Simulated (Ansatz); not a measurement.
# HgTe (Coloradoite): the cost of one run

All numbers are computed with the Python package of Ansatz 0.2.0. Level of theory: DFT PBE, all-electron LAPW.

### 1 Starting point

It takes space group F-43m (No. 216, cubic). The conventional cell has a = 6.429 Å, b = 6.429 Å, c = 6.429 Å, α = 90.00°, β = 90.00°, γ = 90.00°. Hg (site symmetry -43m) is surrounded by 4 Te at 2.78 Å. Around Te (site symmetry -43m) lie 4 Hg at 2.78 Å.

The script reads hgte.extxyz:

```xyz
2
Lattice="0.0 3.2145 3.2145 3.2145 0.0 3.2145 3.2145 3.2145 0.0" Properties=species:S:1:pos:R:3 pbc="T T T"
Hg    0.00000000    0.00000000    0.00000000
Te    1.60725000    1.60725000    1.60725000
```

### 2 The script

lapw_hgte.py

```python
"""All-electron LAPW single point of HgTe."""

import ansatz as az

cell = az.Crystal.from_extxyz("hgte.extxyz")

model = cell.calculation()
model = model.functional("pbe").kpoints(3, shift=0.5)
model = model.occupations("fixed")
model = model.scf(lower_state_search="off").mixing("broyden")
model = model.pseudopotentials("all_electron", lapw=True)
model = model.forces().band_table()
planned = model.session().plan(threads=1)
facts = planned.describe()
print("plan:", facts["n_bands"], "bands,", len(facts["kpoints_frac"]), "k-points, plane waves", facts["n_pw_range"], "grid", facts["fft_dense"])
outcome = planned.execute()
data = outcome.report

print(f"free energy      {data['free_energy_ev']:.5f} eV")
print(f"per atom         {data['free_energy_ev'] / len(outcome.lattice.sites):.5f} eV")
print(f"SCF iterations   {data['n_iterations']}  (converged: {data['converged']})")

# forces in eV per angstrom
print("forces (eV/A)")
for site, force in zip(outcome.lattice.sites, data["forces_ev_ang"]):
    print(f"  {site.symbol:2s} {force[0]:9.4f} {force[1]:9.4f} {force[2]:9.4f}")

print("band  energy (eV)  occupation (first spin channel), at k =", data["kpoints_frac"][0])
for band, (e, occ) in enumerate(zip(data["eigenvalues_ev"][0], data["occupations"][0]), start=1):
    print(f"{band:4d} {e:12.4f} {occ:9.4f}")

errors = data["lapw_basis_errors"]
print(f"estimated basis error {1000 * errors['total_ev_per_atom']:.3f} meV/atom, target {1000 * errors['basis_error_target_ev_per_atom']:.3f}")
for sphere in errors["spheres"]:
    print(f"  {sphere['species']:2s} muffin-tin radius {sphere['muffin_tin_radius_ang']:.3f} A, core shells {sphere['core_shells']}")
```

### 3 What the engine is handed

The engine receives this input:

```yaml
crystal:
  lattice:
    - [0.0, 3.2145, 3.2145]
    - [3.2145, 0.0, 3.2145]
    - [3.2145, 3.2145, 0.0]
  atoms:
    - { symbol: Hg, position: [0.0, 0.0, 0.0] }
    - { symbol: Te, position: [0.25, 0.25, 0.25] }
kpoints:
  mp_grid:
    grid: [3, 3, 3]
    shift: [0.5, 0.5, 0.5]
hamiltonian:
  xc: pbe
  pseudopotentials:
    kind: all_electron
    lapw: {}
scf:
  lower_state_search: "off"
  mixing:
    algorithm: broyden
  occupations:
    method: fixed
output:
  forces: true
  eigenvalues: true
```

### 4 Running it

Run with:

```sh
> python lapw_hgte.py
```

Q: Estimate wall time and peak memory on 1 thread of Intel Xeon Platinum 8259CL at 2.50GHz (Skylake/Cascade Lake), shared host.

About 12 s, with a peak of 0.39 GiB.
